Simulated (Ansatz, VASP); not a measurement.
# Cross-check of TaGa3 between VASP and Ansatz

Wanted: the spread between two codes on one cell, functional and k mesh. The cell is taken from a series of VASP runs on this material, whose earlier steps may have relaxed, scaled or displaced it; both programs get it as it stands.

Program: Ansatz 0.2.0. Level of theory: plane waves, with VASP 6.6.1 beside it; relaxation of cell and atoms at PBEsol. Results are calculated unless marked as measured.

### Step 1. Starting point

The structure is tetragonal, space group I4/mmm (No. 139). Conventional cell: a = 3.779 Å, b = 3.779 Å, c = 8.640 Å, α = 90.00°, β = 90.00°, γ = 90.00°. Nearest to Ta lie 12 Ga at 2.67 to 2.87 Å. Nearest to Ga lie 8 Ga at 2.67 to 2.87 Å and 4 Ta at 2.87 Å. Ga has 4 Ta at 2.67 Å and 8 Ga at 2.87 Å nearest. Farther neighbours are not listed.

### Step 2. Ansatz: relaxation of cell and atoms, PBEsol

Ansatz runs on its default PAW (the set named soft_2) files.

The relaxed volume is the usual yardstick between codes: its relative difference is about their pressure difference at one cell divided by the bulk modulus.

File input.yaml:

```yaml
crystal:
  lattice:
    - [-1.8894143482, 1.8894143482, 4.3200496889]
    - [1.8894143482, -1.8894143482, 4.3200496889]
    - [1.8894143482, 1.8894143482, -4.3200496889]
  atoms:
    - { symbol: Ta, position: [0.0, 0.0, 0.0] }
    - { symbol: Ga, position: [0.25, 0.75, 0.5] }
    - { symbol: Ga, position: [0.75, 0.25, 0.5] }
    - { symbol: Ga, position: [0.5, 0.5, 0.0] }
hamiltonian:
  xc: pbesol
  pseudopotentials: { kind: paw }
kpoints:
  mp_grid: { grid: [18, 18, 18] }
scf:
  occupations: { method: gaussian, width: 0.05 }
relax:
  f_tol: 0.01
  max_steps: 60
  cell: { stress_tol: 0.05 }
output:
  forces: true
  stress: true
```

On the command line:

```console
$ ansatz run input.yaml --threads 4 --pin off --max-ram 9216MiB --backend cpu --events-out ev --progress --plain --runs-dir out
```

Numbers of over 12 decimals in the logs are rounded to 6 here.

Output:

```text
Engine: ansatz 0.2.0, aarch64-unknown-linux-gnu
Pseudopotentials: kind: paw
Pseudopotential: Ta, paw, valence charge 13, recommended cutoff 420 eV (normal), Ta.paw.azcp
Pseudopotential: Ga, paw, valence charge 13, recommended cutoff 420 eV (normal), Ga.paw.azcp
Functional definition: PBEsol
  exchange = pbesol_x
  correlation = pbesol_c
Crystal: 4 atoms, lattice volume = 61.688 Å³
Basis set: ecut = 420 eV, 1203 PW (Γ), exchange–correlation on 72×72×72 points (8 copies of the dense FFT grid, shifted against one another)
Bands: 32, of which v1, the nominal top of the filled ones, is band 26 counted from 1 (25 counted from 0)
Symmetry: 16 space group operations
Space group: I4/mmm (ITA 139), of the structure as read, at distance tolerance 4.0e-5 Å
k-points: 480 of 5832
Non-local potential: Ta, projectors of the file, l = 0: 3, l = 1: 2, l = 2: 2, l = 3: 1
Non-local potential: Ga, projectors of the file, l = 0: 2, l = 1: 2, l = 2: 3, l = 3: 1
PAW form: soft (Blöchl's): semilocal exchange-correlation on the pseudo side does not see the compensation charge
PAW frozen core: Ta, regenerated for the run's functional, and the local potential with it (the file was generated under x = pbe(κ = 0.804, μ = 0.219515), c = pbe(β = 0.066725))
PAW frozen core: Ga, regenerated for the run's functional, and the local potential with it (the file was generated under x = pbe(κ = 0.804, μ = 0.219515), c = pbe(β = 0.066725))
PAW one-centre angular grid: Ta, 590 points (default); XC on 64 Gauss nodes
PAW one-centre angular grid: Ga, 590 points (default); XC on 64 Gauss nodes
Initial density: superposition of atomic densities (neutral atoms: chi_scale 0, normalization atom), corrected by the library's trained network
Initial wavefunctions: pseudopotential atomic-orbital guess
Functional: x = pbesol(κ = 0.804, μ = 0.123457), c = pbesol(β = 0.046)
SCF iter   1: F=—  HF=-21037.026642 eV  |F-HF|=—  |Δ(HF+E_count)|=         —  Δρ=3.91e-3  dr2=1.54e-2  ethr=1.77e-3  ⟨swp⟩=6.0  Hψ=68831  notcnv=0
preconditioner: auto → Kerker (q_TF=auto, 2.652 Å⁻¹)  [metal: Δε(μ)=0.017 eV  Ē_g=14.600 eV  σ=0.050 eV  W_gap=0.19  n_scr=14 (ndim 8)  ℏωp=31.4 eV  f_vac=0.000  D(μ)=0.78/eV (n_scr^D=2)]
SCF iter   2: F=—  HF=-21037.023084 eV  |F-HF|=—  |Δ(HF+E_count)|=   3.56e-3  Δρ=1.58e-3  dr2=1.94e-3  ethr=2.97e-5  ⟨swp⟩=2.0  Hψ=30836  notcnv=0  defer=414
SCF iter   3: F=—  HF=-21037.022663 eV  |F-HF|=—  |Δ(HF+E_count)|=   4.21e-4  Δρ=9.20e-4  dr2=7.49e-4  ethr=3.73e-6  ⟨swp⟩=2.1  Hψ=23111  notcnv=0  defer=414
SCF iter   4: F=—  HF=-21037.022485 eV  |F-HF|=—  |Δ(HF+E_count)|=   1.79e-4  Δρ=2.12e-4  dr2=4.41e-5  ethr=1.44e-6  ⟨swp⟩=2.0  Hψ=17627  notcnv=0  defer=414
SCF iter   5: F=—  HF=-21037.022469 eV  |F-HF|=—  |Δ(HF+E_count)|=   1.51e-5  Δρ=5.32e-5  dr2=2.05e-6  ethr=8.49e-8  ⟨swp⟩=2.0  Hψ=24889  notcnv=0  defer=414
SCF iter   6: F=—  HF=-21037.022470 eV  |F-HF|=—  |Δ(HF+E_count)|=   8.90e-8  Δρ=3.45e-5  dr2=3.69e-7  ethr=3.95e-9  ⟨swp⟩=2.0  Hψ=25225  notcnv=0  defer=415
SCF iter   7: F=-21037.022469 eV  HF=-21037.022469 eV  |F-HF|=1.16e-8  |Δ(HF+E_count)|=   5.50e-7  Δρ=6.76e-6  dr2=2.72e-8  ethr=1.92e-10  ⟨swp⟩=5.0  Hψ=60159  notcnv=0
SCF 1 converged in 7 iterations: F = -21037.022469 eV  dr2 = 2.72e-8
  greatest PAW one-centre occupation: 1.000 electrons in one spin orbital (limit 2), on the Ta atom at site 0 (counted from 0), in its partial waves of l = 0
relax step   1: F+E_penalty+E_count = -21037.02246901 eV  Δ(F+E_penalty+E_count) = +0.000e0 eV  max|allowed force component| = 3.469e-18 eV/Å  Δτ_max = 0.0000 Å  P = -0.273 GPa  Ω = 61.688 Å³  (7 SCF iters, dr2 threshold 1.00e-7 eV, accepted)
[...]
relax step   2: F+E_penalty+E_count = -21037.02259627 eV  Δ(F+E_penalty+E_count) = -1.273e-4 eV  max|allowed force component| = 1.041e-17 eV/Å  Δτ_max = 0.0000 Å  P = +0.179 GPa  Ω = 61.491 Å³  energy of the carried Pulay correction = +7.592e-5 eV  (5 SCF iters, dr2 threshold 2.03e-7 eV, accepted)
[...]
relax step   3: F+E_penalty+E_count = -21037.02261561 eV  Δ(F+E_penalty+E_count) = -1.934e-5 eV  max|allowed force component| = 1.561e-17 eV/Å  Δτ_max = 0.0000 Å  P = -0.001 GPa  Ω = 61.570 Å³  energy of the carried Pulay correction = +4.474e-5 eV  (4 SCF iters, dr2 threshold 1.52e-7 eV, accepted)
[...]
relax step   4: F+E_penalty+E_count = -21037.02257319 eV  Δ(F+E_penalty+E_count) = +4.242e-5 eV  max|allowed force component| = 1.041e-17 eV/Å  Δτ_max = 0.0000 Å  P = -0.001 GPa  Ω = 61.570 Å³  stress off target by 1.48e-3 GPa  SCF on the basis re-selected at this cell (its energy is not comparable with the rows above)  (6 SCF iters)
basis re-selected at this cell: Δ(F+E_penalty+E_count) = +4.242e-5 eV, ΔP = -0.000 GPa vs the last step (what re-selecting the basis moved, of the pressure what is left beyond the Pulay correction that the steps carried, after the strain that the cell walked since its last selection, with what the two solves' SCF thresholds leave and, on support functions, any second-order correction that the steps lacked; it is no m [...]
SCF converged after 6 iterations
Free energy (F): -21037.022573 eV
Harris-Foulkes:  -21037.022573 eV  (|F-HF|=3.64e-12)
Internal energy: -21037.021567 eV  (E = F + TS)
E sigma→0 (E₀):  -21037.022070 eV
Entropy (-TS):   -0.001006 eV (-0.251 meV/atom)
Fermi energy:    15.489570 eV
--- Per-component energies (eV) ---
  E_band       = -66.759960
  E_kinetic    = 719.574114
  E_local      = -5366.203852  (includes V_loc(G=0)·N_el)
  E_nonlocal   = 1292.011423
  E_hartree    = 2507.190643
  E_xc         = -426.775976
  E_vxc        = -383.634871  (∫ρ·V_xc dr)
  E_paw        = -14117.492876  (= ΣΔE_a)
  E_vpaw       = -1342.887790  (= ΣTr[D̂ρ^β])
  E_aug_tail   = -0.000210  (compensation charges beyond the density's cutoff)
  E_ewald      = -5648.127413
  E_core_change = 2.802580  (= ΣΔE_core)
  E_smearing   = -0.001006  (= −TS)
  E_closure    = 0.000000  (closes the sum)
  Σ components = -21037.022573   (vs F -21037.022573, Δ=0.00e0)
--- Forces (eV/Å), atoms counted from 1 ---
  atom   1  Ta     0.00000000     0.00000000     0.00000000
  atom   2  Ga     0.00000000    -0.00000000     0.00000000
  atom   3  Ga     0.00000000    -0.00000000     0.00000000
  atom   4  Ga     0.00000000     0.00000000     0.00000000
  max |Σ_I F_I| component: 4.16e-17 eV/Å
--- Stress (GPa, compression-positive) ---
       -0.001483      -0.000000       0.000000
       -0.000000      -0.001483       0.000000
        0.000000       0.000000      -0.000100
  P = ⅓ Tr σ = -0.0010 GPa (-0.010 kbar)
--- Relaxed structure (3 steps of the walk, 3 accepted, 1 SCFs on fresh bases) ---
  F+E_penalty+E_count = -21037.02257319 eV   max|allowed force component| = 1.041e-17 eV/Å   (the final SCF, on the basis selected at the relaxed cell)
  cell:  # Å, volume = 61.5699 Å³
    - [-1.888143, 1.888143, 4.317560]
    - [1.888143, -1.888143, 4.317560]
    - [1.888143, 1.888143, -4.317560]
  atoms:
    - { symbol: Ta, position: [0, 0, 0] }
    - { symbol: Ga, position: [0.250000, 0.750000, 0.500000] }
    - { symbol: Ga, position: [0.750000, 0.250000, 0.500000] }
    - { symbol: Ga, position: [0.5, 0.5, 0] }
```

Run time: 45 s. Hardware: 4 threads of Arm Neoverse V1, shared host; peak memory 0.95 GiB; 3 min of CPU time.

### Step 3. VASP: relaxation of cell and atoms, PBEsol

The same cell, functional, mesh and smearing now go to VASP, with its own data sets and cutoff.

Lines of VASP's logs that name or quote its potential files are left out, and so is its time.

File INCAR:

```
SYSTEM = TaGa3
PREC = Accurate
ENCUT = 520
EDIFF = 1E-07
NELM = 100
ISMEAR = 0
SIGMA = 0.05
LREAL = .FALSE.
ALGO = Normal
GGA = PS
NBANDS = 31
LASPH = .TRUE.
LORBIT = 11
LWAVE = .FALSE.
LCHARG = .FALSE.
KPAR = 4
IBRION = 2
NSW = 50
ISIF = 3
EDIFFG = -0.005
```

File POSCAR:

```
TaGa3
1.0
   -1.8894143482      1.8894143482      4.3200496889
    1.8894143482     -1.8894143482      4.3200496889
    1.8894143482      1.8894143482     -4.3200496889
Ta Ga
1 3
Direct
    0.0000000000      0.0000000000      0.0000000000
    0.2500000000      0.7500000000      0.5000000000
    0.7500000000      0.2500000000      0.5000000000
    0.5000000000      0.5000000000      0.0000000000
```

File KPOINTS:

```
Automatic mesh
0
Gamma
18 18 18
0 0 0
```

Potentials, in the order of the species: Ta_pv and Ga_d (PBE family, release 64).

On the command line:

```console
$ mpirun -np 4 vasp_std
```

Output:

```text
[banner, memory and clock lines left out]
running    4 mpi-ranks, on    1 nodes
 distrk:  each k-point on    1 cores,    4 groups
 distr:  one band on    1 cores,    1 groups

 POSCAR found type information on POSCAR TaGa
 POSCAR found :  2 types and       4 ions
|                                                                             |
|               ----> ADVICE to this user running VASP <----                  |
|                                                                             |
|     You enforced a specific xc type in the INCAR file but a different       |
|     [... a line on the potential file left out ...]
|     I HOPE YOU KNOW WHAT YOU ARE DOING!                                     |
|                                                                             |

 LDA part: xc-table for (Slater+PW92), standard interpolation
 POSCAR, INCAR and KPOINTS ok, starting setup
 FFT: planning ... GRIDC
 FFT: planning ... GRID_SOFT
 FFT: planning ... GRID
 WAVECAR not read
 entering main loop
       N       E                     dE             d eps       ncg     rms          rms(c)
DAV:   1     0.381345868782E+03    0.38135E+03   -0.24757E+04 32428   0.299E+03
DAV:   2     0.168972977493E+02   -0.36445E+03   -0.35485E+03 30873   0.574E+02
DAV:   3    -0.229845478758E+02   -0.39882E+02   -0.39097E+02 34268   0.154E+02
DAV:   4    -0.243067713150E+02   -0.13222E+01   -0.13050E+01 37469   0.297E+01
DAV:   5    -0.243366629667E+02   -0.29892E-01   -0.29856E-01 36091   0.422E+00    0.141E+01
DAV:   6    -0.236402282816E+02    0.69643E+00   -0.19458E+00 36664   0.107E+01    0.622E+00
DAV:   7    -0.235298390272E+02    0.11039E+00   -0.22428E-01 37597   0.586E+00    0.251E+00
DAV:   8    -0.235110542139E+02    0.18785E-01   -0.53457E-02 34847   0.353E+00    0.223E-01
DAV:   9    -0.235098495664E+02    0.12046E-02   -0.56495E-03 35992   0.181E+00    0.952E-02
DAV:  10    -0.235098570564E+02   -0.74900E-05   -0.18207E-03 34039   0.643E-01    0.392E-02
DAV:  11    -0.235098494129E+02    0.76436E-05   -0.34847E-04 34752   0.445E-01    0.105E-02
DAV:  12    -0.235098520880E+02   -0.26752E-05   -0.51005E-05 41462   0.138E-01    0.434E-03
DAV:  13    -0.235098529206E+02   -0.83253E-06   -0.10963E-05 46513   0.537E-02    0.224E-03
DAV:  14    -0.235098529910E+02   -0.70399E-07   -0.26033E-06 34124   0.225E-02    0.487E-04
DAV:  15    -0.235098529947E+02   -0.36953E-08   -0.13067E-07 21884   0.424E-03
   1 F= -.23509853E+02 E0= -.23509352E+02  d E =-.235099E+02
 curvature:   0.00 expect dE= 0.000E+00 dE for cont linesearch  0.000E+00
 trial: gam= 0.00000 g(F)=  0.763E-47 g(S)=  0.510E-05 ort = 0.000E+00 (trialstep = 0.100E+01)
 search vector abs. value=  0.510E-05
 reached required accuracy - stopping structural energy minimisation
```

Parts of OUTCAR (step 3):

```text
ion  position               nearest neighbor table
   1  0.000  0.000  0.000-   4 2.67   4 2.67   4 2.67   4 2.67   3 2.87   2 2.87   3 2.87   2 2.87
                             3 2.87   3 2.87   2 2.87   2 2.87
   2  0.250  0.750  0.500-   3 2.67   3 2.67   3 2.67   3 2.67   4 2.87   1 2.87   4 2.87   1 2.87
                             1 2.87   1 2.87   4 2.87   4 2.87
   3  0.750  0.250  0.500-   2 2.67   2 2.67   2 2.67   2 2.67   4 2.87   1 2.87   4 2.87   1 2.87
                             4 2.87   4 2.87   1 2.87   1 2.87
   4  0.500  0.500  0.000-   1 2.67   1 2.67   1 2.67   1 2.67   3 2.87   2 2.87   3 2.87   2 2.87
                             2 2.87   2 2.87   3 2.87   3 2.87

  LATTYP: Found a body centered tetragonal cell.
 ALAT       =     3.7788286964
 C/A-ratio  =     2.2864490751

 Subroutine GETGRP returns: Found 16 space group operations
 (whereof 16 operations were pure point group operations)

The static configuration has the point symmetry D_4h.

 Found    480 irreducible k-points:

   k-points           NKPTS =    480   k-points in BZ     NKDIM =    480   number of bands    NBANDS=     31

   dimension x,y,z NGX =    40 NGY =   40 NGZ =   40
   dimension x,y,z NGXF=    80 NGYF=   80 NGZF=   80

   ENCUT  =  520.0 eV  38.22 Ry    6.18 a.u.   9.44  9.44  9.44*2*pi/ulx,y,z

   NELECT =      50.0000    total number of electrons

 k-points in reciprocal lattice and weights: Automatic mesh
   0.00000000  0.00000000  0.00000000       0.000
   0.05555556  0.00000000 -0.00000000       0.001
   0.11111111  0.00000000 -0.00000000       0.001
   0.16666667  0.00000000  0.00000000       0.001
   0.22222222  0.00000000 -0.00000000       0.001
   0.27777778  0.00000000 -0.00000000       0.001
   0.33333333  0.00000000 -0.00000000       0.001
   0.38888889  0.00000000 -0.00000000       0.001
   0.44444444  0.00000000 -0.00000000       0.001
[...]
-0.44444444 -0.44444444  0.44444444       0.000
   0.50000000  0.50000000  0.50000000       0.000

 average (electrostatic) potential at core
       1 -35.0789       2 -62.7656       3 -62.7656       4 -62.8781

 E-fermi :   7.7889

 k-point     1 :       0.0000    0.0000    0.0000
  band No.  band energies     occupation
    ...
     21       3.9178      2.00000
     22       4.8390      2.00000
     23       5.1983      2.00000
     24       5.1983      2.00000
     25       7.3701      2.00000
     26       8.3133      0.00000
     27       9.1266      0.00000
     28       9.1266      0.00000
     29      11.0879      0.00000
     30      11.6679      0.00000
    ...

 k-point     2 :       0.0556    0.0000   -0.0000
  band No.  band energies     occupation
    ...
     21       3.9313      2.00000
     22       4.7822      2.00000
     23       5.0491      2.00000
     24       5.2308      2.00000
     25       7.6532      1.99988
     26       7.9375      0.00003
     27       8.9460      0.00000
     28       9.5480      0.00000
     29      10.7822      0.00000
     30      11.7131      0.00000
    ...

 k-point     3 :       0.1111    0.0000   -0.0000
  band No.  band energies     occupation
    ...
     21       3.8273      2.00000
     22       4.5571      2.00000
     23       4.9785      2.00000
     24       5.3239      2.00000
     25       7.3843      2.00000
     26       8.1932      0.00000
     27       8.6473      0.00000
     28      10.2192      0.00000
     29      10.3566      0.00000
     30      11.7212      0.00000
    ...

  Total       -0.0122301     -0.0122301     -0.0111063      0.0000000     -0.0000000      0.0000000
  in kB       -0.3176407     -0.3176407     -0.2884553      0.0000000     -0.0000000      0.0000000
  external PRESSURE =      -0.3079122 kB  Pullay stress =       0.0000000 kB

  energy-cutoff  :      520.00
  volume of cell :       61.69
      direct lattice vectors                 reciprocal lattice vectors
    -1.889414348  1.889414348  4.320049689     0.000000000  0.264632266  0.115739409
     1.889414348 -1.889414348  4.320049689     0.264632266  0.000000000  0.115739409
     1.889414348  1.889414348 -4.320049689     0.264632266  0.264632266  0.000000000

 POSITION                                       TOTAL-FORCE (eV/Angst)
 -----------------------------------------------------------------------------------
      0.00000      0.00000      0.00000         0.000000     -0.000000      0.000000
      1.88941     -0.00000      2.16002        -0.000000      0.000000     -0.000000
     -0.00000      1.88941      2.16002         0.000000      0.000000     -0.000000
      0.00000      0.00000      4.32005         0.000000     -0.000000      0.000000
 -----------------------------------------------------------------------------------
    total drift:                               -0.000000     -0.000000      0.000000

  FREE ENERGIE OF THE ION-ELECTRON SYSTEM (eV)
  ---------------------------------------------------
  free  energy   TOTEN  =       -23.5098529947 eV

  energy  without entropy=      -23.5088511002  energy(sigma->0) =      -23.50935205

 reached required accuracy - stopping structural energy minimisation

 total charge
# of ion       s       p       d       tot
------------------------------------------
    1        0.259   6.124   2.515   8.899
    2        0.869   0.856  10.001  11.726
    3        0.869   0.856  10.001  11.726
    4        0.968   0.828  10.009  11.806
--------------------------------------------------
tot          2.966   8.665  32.527  44.158

[... 3 further parts left out ...]
```

The run keeps the 16 symmetry operations of its start, so it cannot find a distortion of lower symmetry.

### Step 4. Side by side

Known differences besides the potentials themselves: both relaxations stop at a tolerance, which leaves soft axes loose, and VASP keeps its plane-wave basis; the data sets hold 52 valence electrons in Ansatz (default PAW (the set named soft_2) files) and 50 in VASP; the cutoff is 420 eV in Ansatz and 520 eV in VASP; Ansatz makes its cores anew for this functional, VASP keeps those of its PBE data sets; Ansatz adds a Pulay correction to the stress that steers its cell, VASP none. Total energies have different zeros and are not compared.

Compared:

| quantity | Ansatz | VASP | difference |
| --- | --- | --- | --- |
| volume (Å³) | 61.57 | 61.69 | -0.19 % |
| edge a after relaxation, in the typed setting (Å) | 5.077 | 5.080 | -0.06 % |

The walks stopped with 0.00 GPa left in Ansatz and -0.03 GPa in VASP; each walk ends within a tolerance, so the volume difference is uncertain by about these residues over the bulk modulus, most in soft cells.

### Step 5. Outcome

```
difference in volume (relaxation of cell and atoms, PBEsol) : -0.19 %
```

What this shows: The difference in volume is -0.19 % (relaxation of cell and atoms, PBEsol), within the 1.2 % picked in this series as the mark of a large difference, as far as the stopping tolerances let one tell. Such differences can come from data sets, numerical settings and the points named under the comparisons, not from the functional's error against experiment.

[Lines on the potential files, build, host, timing and source positions are cut from VASP's logs without a mark.]

[Logs are printed without paths, hosts, clocks, repeated set-up lines and the standing remarks that a program may print on its own settings, such as how far it seeks lower states.]

[Hosts, paths, dates, database ids (printed as entryN), source tags and the programs' standing remarks are cut or masked in the printed files.]
